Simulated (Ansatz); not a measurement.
Ansatz input file:

```yaml
crystal:
  lattice:
    - [2.04623715, -5.7490278, -0.0085769]
    - [2.04623715, 5.7490278, -0.0085769]
    - [-0.01718564, 0.0, 4.12420816]
  atoms:
    - { symbol: Sn, position: [0.8824462355, 0.1175537645, 0.25] }
    - { symbol: Sn, position: [0.1175537645, 0.8824462355, 0.75] }
    - { symbol: Se, position: [0.6371759263, 0.3628240737, 0.25] }
    - { symbol: Se, position: [0.3628240737, 0.6371759263, 0.75] }
basis:
  ecutwfc: 420
kpoints:
  mp_grid: { grid: [8, 8, 6] }
hamiltonian:
  xc: pbesol
scf:
  occupations: { method: gaussian, width: 0.05 }
output:
  forces: true
  stress: true
  eigenvalues: true
```

It can be run as
```bash
ansatz run input.yaml --threads 1 --pin off --backend cpu --events-out ev --progress --plain --runs-dir out  # memory cap (--max-ram) not shown
```

The calculation used DFT PBEsol, scalar-relativistic, plane waves, PAW in Ansatz 0.2.0.

Part of what the program printed, abridged (final results; tables in files aren't shown):

```
SCF 1 converged in 8 iterations: F = -22749.611530 eV  dr2 = 2.07e-8
SCF converged after 8 iterations
Free energy (F): -22749.611530 eV
Harris-Foulkes:  -22749.611530 eV  (|F-HF|=1.50e-8)
Internal energy: -22749.610336 eV  (E = F + TS)
E sigma→0 (E₀):  -22749.610933 eV
Entropy (-TS):   -0.001194 eV (-0.299 meV/atom)
Fermi energy:    10.553797 eV
--- Per-component energies (eV) ---
  E_band       = -869.204933
  E_kinetic    = 611.371367
  E_local      = -6202.506716  (includes V_loc(G=0)·N_el)
  E_nonlocal   = -1246.983424
  E_hartree    = 3313.542242
  E_xc         = -968.179305
  E_vxc        = -393.354078  (∫ρ·V_xc dr)
  E_paw        = -11860.406919  (= ΣΔE_a)
  E_vpaw       = -264.814235  (= ΣTr[D̂ρ^β])
  E_aug_tail   = -0.001187  (compensation charges beyond the density's cutoff)
  E_ewald      = -6399.032975
  E_core_change = 2.586580  (= ΣΔE_core)
  E_smearing   = -0.001194  (= −TS)
--- Forces (eV/Å), atoms counted from 1 ---
  atom   1  Sn     0.00000000     0.29032429     0.00000000
  atom   2  Sn     0.00000000    -0.29032429     0.00000000
  atom   3  Se     0.00000000    -0.34869234     0.00000000
  atom   4  Se     0.00000000     0.34869234     0.00000000
--- Stress (GPa, compression-positive) ---
        3.661606       0.000000       0.709255
        0.000000      -0.739443       0.000000
        0.709255       0.000000       3.174330
  P = ⅓ Tr σ = 2.0322 GPa (20.322 kbar)
--- Band table (eV; the first three rows and the last of 114) ---
  k-point 0: bands = ["-37.2256", "-37.2255", "-37.2229", "-37.2228", "-37.2111", "-37.2104", "-37.2087", "-37.2085", "-37.2077", "-37.2077", "-11.0409", "-11.0343", "-11.0300", "-11.0116", "-11.0027", "-11.0026", "-10.9858", "-10.9828", "-10.9724", "-10.9326", "-3.8981", "-2.2177", "4.3727", "4.7049", "5.3705", "6.4781", "7.1982", "7.5138", "8.3332", "9.6241", "13.6924", "13.8818", "14.9278", "15.0353", "15.6696", "15.9593"]
  k-point 1: bands = ["-37.2256", "-37.2255", "-37.2228", "-37.2228", "-37.2111", "-37.2105", "-37.2087", "-37.2085", "-37.2077", "-37.2077", "-11.0381", "-11.0288", "-11.0278", "-11.0160", "-11.0093", "-10.9980", "-10.9820", "-10.9818", "-10.9713", "-10.9385", "-3.7358", "-2.2130", "3.7884", "4.3113", "5.0595", "7.2585", "7.4205", "7.7342", "8.6987", "9.4455", "13.4482", "13.9314", "14.3018", "14.6130", "14.6797", "14.6930"]
  k-point 2: bands = ["-37.2256", "-37.2255", "-37.2228", "-37.2227", "-37.2109", "-37.2106", "-37.2086", "-37.2085", "-37.2077", "-37.2077", "-11.0358", "-11.0281", "-11.0236", "-11.0200", "-11.0069", "-10.9867", "-10.9823", "-10.9764", "-10.9705", "-10.9528", "-3.2907", "-2.3178", "2.8396", "3.4669", "5.4799", "7.3908", "8.0055", "8.2722", "9.4922", "9.6394", "12.0779", "12.3996", "12.6061", "12.8720", "15.0923", "15.2446"]
  k-point 113: bands = ["-37.2256", "-37.2256", "-37.2227", "-37.2227", "-37.2108", "-37.2108", "-37.2086", "-37.2086", "-37.2076", "-37.2076", "-11.0358", "-11.0358", "-11.0209", "-11.0209", "-10.9929", "-10.9929", "-10.9772", "-10.9772", "-10.9610", "-10.9610", "-2.6461", "-2.6461", "2.0513", "2.0513", "8.3564", "8.3564", "8.7600", "8.7600", "9.3046", "9.3046", "11.9471", "11.9471", "12.4924", "12.4924", "12.9725", "12.9725"]
```

Self-consistency was reached.